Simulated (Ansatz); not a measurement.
## CdS: pressure against volume scale

All results are calculated (Ansatz 0.2.0). Periodic Kohn-Sham DFT of a crystal at fixed atoms, scaled to volume_scale times the given cell; pressure positive in compression, energy less spherical unpolarised free atoms, largest_vzz the field gradient of largest size among the nuclei.

The cell before it is scaled or strained (space group F-43m, No. 216):
```
CdS
1.0
      0.0000     2.9430     2.9430
      2.9430     0.0000     2.9430
      2.9430     2.9430     0.0000
Cd S
1 1
Direct
  0.00000 0.00000 0.00000
  0.75000 0.75000 0.75000
```

Settings of every row: method all-electron PAW; functional PBEsol; relativity scalar; k mesh 7x7x7; filling fermi-dirac; smearing width 0.02 eV; nucleus gaussian.

Atom start moment: 0 on all atoms.

| row | volume scale | V (Å³/atom) | pressure (GPa) |
| --- | --- | --- | --- |
| 1 | 0.94 | 23.961 | 2.027 |
| 2 | 0.96 | 24.47 | 0.609 |
| 3 | 0.98 | 24.98 | -0.654 |
| 4 | 0.99 | 25.235 | -1.233 |
| 5 | 1 | 25.489 | -1.779 |
| 6 | 1.01 | 25.745 | -2.295 |
| 7 | 1.02 | 26 | ? |
| 8 | 1.04 | 26.51 | -3.674 |
| 9 | 1.06 | 27.019 | -4.467 |

Question: what pressure should row 7 give?

Worked fit of pressure. Take u = (V_r/V)^(2/3) − 1 with V_r = 25.362 Å³ an atom, which is twice the finite (Eulerian) strain; such expansions in the strain, on which the Birch-Murnaghan equation of state is built, carry the rest volume and the bulk modulus. The shown rows have u = 0.03861, 0.02416, 0.01017, 0.00335, -0.00332, -0.00994, -0.02908, -0.04131. Least squares give pressure = −1.5098 + 81.501 × u + 251.12 × u² + 269 × u³ GPa; a parabola predicts inner rows, each left out in turn, worse (root mean square 0.0041 against 0.0011 GPa). The rows lie off it by 0.000, -0.001, 0.001, 0.001, -0.001, 0.000, 0.000, 0.000. The pressure vanishes at u = 0.0176, or V = 24.71 Å³ an atom, and there the bulk modulus at fixed shape and fractions is B = −V dP/dV = (2/3)(1 + u) dP/du = 61.4 GPa. The withheld row has u = -0.01643, so the fit gives −1.5098 + 81.501 × (-0.01643) + 251.12 × (-0.01643)² + 269 × (-0.01643)³ = -2.782 GPa.

The calculation gave -2.782 GPa. The fit meets it to the printed digit.
